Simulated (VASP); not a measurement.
# HC60N3 (a cell with a defect) in VASP: a series of runs, part 2 of 2

VASP 6.6.1. Earlier steps stand in the parts before.

## (4) Single point, r2SCAN

Input file INCAR:

```
PREC     = Accurate       # precision mode
ENCUT    = 520            # plane-wave cutoff, eV
EDIFF    = 1E-6           # SCF threshold, eV
ISMEAR   = 0              # smearing method
SIGMA    = 0.03           # smearing width, eV
LREAL    = F              # projectors in reciprocal space
LASPH    = T              # aspherical terms in the spheres
NELM     = 100            # most SCF steps
ALGO     = Normal         # electronic algorithm
ISIF     = 2              # what is computed and relaxed
LWAVE    = F              # write WAVECAR
LCHARG   = T              # write CHGCAR
METAGGA  = R2SCAN         # meta-GGA
LMIXTAU  = T            
LELF     = T              # ELF
LVHAR    = T
```

Input file KPOINTS:

```
Automatic mesh
0
Gamma
  2 2 2
```

Input file POSCAR:

```
HC60N3
1.0
    7.1400000000      0.0000000000      0.0000000000
    0.0000000000      7.1400000000      0.0000000000
    0.0000000000      0.0000000000      7.1400000000
H C N
1 60 3
Direct
    0.5649593500      0.5649593500      0.5649593500
    0.6319130000      0.6319130000      0.6319130000
    0.5014860000      0.7507060000      0.7507060000
    0.7507060000      0.5014860000      0.7507060000
    0.7507060000      0.7507060000      0.5014860000
    0.4950870000      0.2505090000      0.7494590000
    0.4950870000      0.7494590000      0.2505090000
    0.2505090000      0.4950870000      0.7494590000
    0.7494590000      0.4950870000      0.2505090000
    0.2505090000      0.7494590000      0.4950870000
    0.7494590000      0.2505090000      0.4950870000
    0.6235760000      0.3759650000      0.8734240000
    0.6235760000      0.8734240000      0.3759650000
    0.3759650000      0.6235760000      0.8734240000
    0.8734240000      0.6235760000      0.3759650000
    0.3759650000      0.8734240000      0.6235760000
    0.8734240000      0.3759650000      0.6235760000
    0.5050870000      0.2510410000      0.2510410000
    0.2510410000      0.5050870000      0.2510410000
    0.2510410000      0.2510410000      0.5050870000
    0.1273950000      0.6227350000      0.6227350000
    0.6227350000      0.1273950000      0.6227350000
    0.6227350000      0.6227350000      0.1273950000
    0.9999620000      0.4999560000      0.4999560000
    0.4999560000      0.9999620000      0.4999560000
    0.4999560000      0.4999560000      0.9999620000
    0.1278200000      0.3773090000      0.3773090000
    0.3773090000      0.1278200000      0.3773090000
    0.3773090000      0.3773090000      0.1278200000
    0.6239330000      0.8758650000      0.8758650000
    0.8758650000      0.6239330000      0.8758650000
    0.8758650000      0.8758650000      0.6239330000
    0.0011195000      0.7494200000      0.7494200000
    0.7494200000      0.0011195000      0.7494200000
    0.7494200000      0.7494200000      0.0011195000
    0.1237350000      0.3750450000      0.8761320000
    0.1237350000      0.8761320000      0.3750450000
    0.3750450000      0.1237350000      0.8761320000
    0.8761320000      0.1237350000      0.3750450000
    0.3750450000      0.8761320000      0.1237350000
    0.8761320000      0.3750450000      0.1237350000
    0.9987500000      0.2495250000      0.7493430000
    0.9987500000      0.7493430000      0.2495250000
    0.2495250000      0.9987500000      0.7493430000
    0.7493430000      0.9987500000      0.2495250000
    0.2495250000      0.7493430000      0.9987500000
    0.7493430000      0.2495250000      0.9987500000
    0.1237820000      0.1237820000      0.6246850000
    0.1237820000      0.6246850000      0.1237820000
    0.6246850000      0.1237820000      0.1237820000
    0.0017403000      0.2503660000      0.2503660000
    0.2503660000      0.0017403000      0.2503660000
    0.2503660000      0.2503660000      0.0017403000
    0.1249420000      0.8743930000      0.8743930000
    0.8743930000      0.1249420000      0.8743930000
    0.8743930000      0.8743930000      0.1249420000
    0.9999680000      0.9999680000      0.4998950000
    0.9999680000      0.4998950000      0.9999680000
    0.4998950000      0.9999680000      0.9999680000
    0.1254050000      0.1254050000      0.1254050000
    0.9997840000      0.9997840000      0.9997840000
    0.6351560000      0.3648080000      0.3648080000
    0.3648080000      0.6351560000      0.3648080000
    0.3648080000      0.3648080000      0.6351560000
```

Potentials or basis: VASP PAW PBE potentials, release 64 (H, C, N).

Launch:

```
$ cat potpaw_PBE.64/H/POTCAR potpaw_PBE.64/C/POTCAR potpaw_PBE.64/N/POTCAR > POTCAR
$ mpirun -np 1 vasp_std > vasp.out
```

It took 25 min on 1 thread of AMD EPYC 7R13 (Zen 3), shared host; peak memory 0.5 GiB.

It converged, with:

```yaml
Free_energy: -615.5726 eV
Pressure: -0.8 GPa
Largest_force: 18.943 eV/Å
Band_gap_on_the_k_mesh: 3.91 eV, indirect (least direct gap 3.98 eV)
```

Forces in eV/Å, atoms in the order of the input:
```
H   -10.937 -10.937 -10.937
C    10.431  10.431  10.431
C    -0.005   0.140   0.140
C     0.140  -0.005   0.140
C     0.140   0.140  -0.005
C    -0.037  -0.005  -0.006
C    -0.037  -0.006  -0.005
C    -0.005  -0.037  -0.006
C    -0.006  -0.037  -0.005
C    -0.005  -0.006  -0.037
C    -0.006  -0.005  -0.037
C    -0.023   0.005  -0.005
C    -0.023  -0.005   0.005
C     0.005  -0.023  -0.005
C    -0.005  -0.023   0.005
C     0.005  -0.005  -0.023
C    -0.005   0.005  -0.023
C    -0.009   0.023   0.023
C     0.023  -0.009   0.023
C     0.023   0.023  -0.009
C     0.006  -0.019  -0.019
C    -0.019   0.006  -0.019
C    -0.019  -0.019   0.006
C     0.021   0.000   0.000
C     0.000   0.021   0.000
C     0.000   0.000   0.021
C     0.002   0.019   0.019
C     0.019   0.002   0.019
C     0.019   0.019   0.002
C    -0.014  -0.025  -0.025
C    -0.025  -0.014  -0.025
C    -0.025  -0.025  -0.014
C     0.006   0.012   0.012
C     0.012   0.006   0.012
C     0.012   0.012   0.006
C     0.007   0.029  -0.002
C     0.007  -0.002   0.029
C     0.029   0.007  -0.002
C    -0.002   0.007   0.029
C     0.029  -0.002   0.007
C    -0.002   0.029   0.007
C     0.003  -0.008   0.014
C     0.003   0.014  -0.008
C    -0.008   0.003   0.014
C     0.014   0.003  -0.008
C    -0.008   0.014   0.003
C     0.014  -0.008   0.003
C     0.005   0.005  -0.011
C     0.005  -0.011   0.005
C    -0.011   0.005   0.005
C    -0.007  -0.018  -0.018
C    -0.018  -0.007  -0.018
C    -0.018  -0.018  -0.007
C     0.002  -0.005  -0.005
C    -0.005   0.002  -0.005
C    -0.005  -0.005   0.002
C    -0.006  -0.006  -0.017
C    -0.006  -0.017  -0.006
C    -0.017  -0.006  -0.006
C     0.006   0.006   0.006
C     0.003   0.003   0.003
N     0.026   0.151   0.151
N     0.151   0.026   0.151
N     0.151   0.151   0.026
```

Stress tensor (GPa, compression positive):
```
-0.80  1.34  1.34
 1.34 -0.80  1.34
 1.34  1.34 -0.80
```

Levels at points of the mesh, in eV from the valence-band top:
```csv
k point,band 124,band 125,band 126,band 127,band 128,band 129,band 130,band 131,band 132,band 133
"(0.00, 0.00, 0.00)",-1.58,-1.58,-0.50,0.00,0.00,3.98,4.13,4.13,4.37,4.37
"(0.50, 0.00, 0.00)",-2.32,-1.95,-1.51,-0.79,-0.61,3.91,4.04,4.91,5.32,6.05
"(0.50, 0.50, 0.00)",-1.65,-1.33,-1.25,-0.65,-0.32,5.32,5.35,5.58,5.82,5.92
"(0.50, 0.50, 0.50)",-2.19,-2.19,-1.48,-0.47,-0.47,5.23,5.23,5.43,5.78,5.85
```

Caveat: the k mesh is coarse (spacing up to 0.44 Å⁻¹), so the values aren't converged; the PAW data sets were made with another functional, which shifts forces and pressure a little. r2SCAN opens gaps a little over a GGA but as a rule still falls short of measured ones.

## (5) Summary

| level | potentials or basis | gap on the mesh (eV) | pressure (GPa) | largest force (eV/Å) |
| --- | --- | --- | --- | --- |
| PBE | VASP PAW PBE potentials, release 64 (H, C, N) | 3.65 | 3.1 | 19.15 |
| LDA | VASP PAW LDA potentials, release 64 (H, C, N) | 3.59 | -10.9 | 19.62 |
| r2SCAN | VASP PAW PBE potentials, release 64 (H, C, N) | 3.91 | -0.8 | 18.94 |

Alike in all rows: task single point; no spin polarisation; cell as given; k mesh 2 × 2 × 2; cutoff (eV) 520; smearing gaussian 0.03 eV; the mesh is coarse, so values aren't converged.

Caveats: all runs use coarse meshes; the PAW data sets were made with another functional, which shifts forces and pressure a little (some runs).

Total energies depend on the potentials used, so only differences within one code and one set of settings carry meaning.
